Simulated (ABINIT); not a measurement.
# MgB2: optical spectrum with PBEsol

The system is MgB2.

```xyz
3
Lattice="3.0850 0.0000 0.0000 -1.5425 2.6717 0.0000 0.0000 0.0000 3.5230" Properties=species:S:1:pos:R:3 pbc="T T T"
Mg    0.0000    0.0000    0.0000
B     1.5425    0.8906    1.7615
B     0.0000    1.7811    1.7615
```

```yaml
Program: ABINIT 10.8.3 (patched build)
Task: optical spectrum
Functional: PBEsol
Potentials_or_basis: PseudoDojo NC SR PBEsol v0.4.1 standard
Cutoff: 1034 eV
k_mesh: 12 × 12 × 8, shifted
Occupations: fermi-dirac, width 0.05 eV
Spin: no spin polarisation
Bands_in_the_sums: 14
Broadening_eV: 0.15
Scissor_shift_eV: 0
Tensor_components: "[11, 33]"
```

| Item | Value |
| --- | --- |
| Pressure | -3.5 GPa |

Stress tensor (GPa, compression positive):
```
-3.91  0.00  0.00
 0.00 -3.91  0.00
 0.00  0.00 -2.56
```

Dielectric function (mean over the directions given):
```
energy (eV)  real part  imaginary part
       0.33       9.61           10.88
       0.76       5.30            2.36
       1.31       8.66            1.18
       1.74       8.79            5.90
       2.29       6.68            3.50
       2.83       4.33            4.10
       3.27       6.05            2.59
       3.81       5.91            2.50
       4.25       7.83            1.56
       4.79      11.93            5.54
       5.33      -0.77           11.95
       5.77       1.48            6.33
       6.31       4.96            7.07
       6.75       2.58            8.79
       7.29       1.03            8.13
       7.84      -0.47            8.62
       8.27      -2.83            6.69
       8.82      -4.02            4.57
       9.36      -1.53            2.92
       9.80      -1.76            3.31
      10.34      -1.86            2.44
      10.78      -1.03            2.78
      11.32      -2.12            2.01
      11.86      -1.61            1.34
      12.30      -1.19            1.03
      12.84      -0.67            1.17
      13.28      -0.91            1.41
      13.82      -0.76            1.18
      14.37      -0.91            0.91
      14.80      -0.74            0.65
      15.35      -0.62            0.44
      15.89      -0.30            0.47
      16.33      -0.35            0.44
      16.87      -0.06            0.43
      17.31      -0.12            0.45
      17.85      -0.15            0.37
      18.39      -0.04            0.33
      18.83      -0.01            0.29
      19.38       0.10            0.22
      19.92       0.14            0.22
```

Run time: 2.1 min on 1 thread of Arm Neoverse V1 (shared host), peak memory 0.82 GiB.

Caveat: the intraband (Drude) term is left out; spectra need much finer meshes, so this one isn't converged; independent-particle spectra lack excitons.
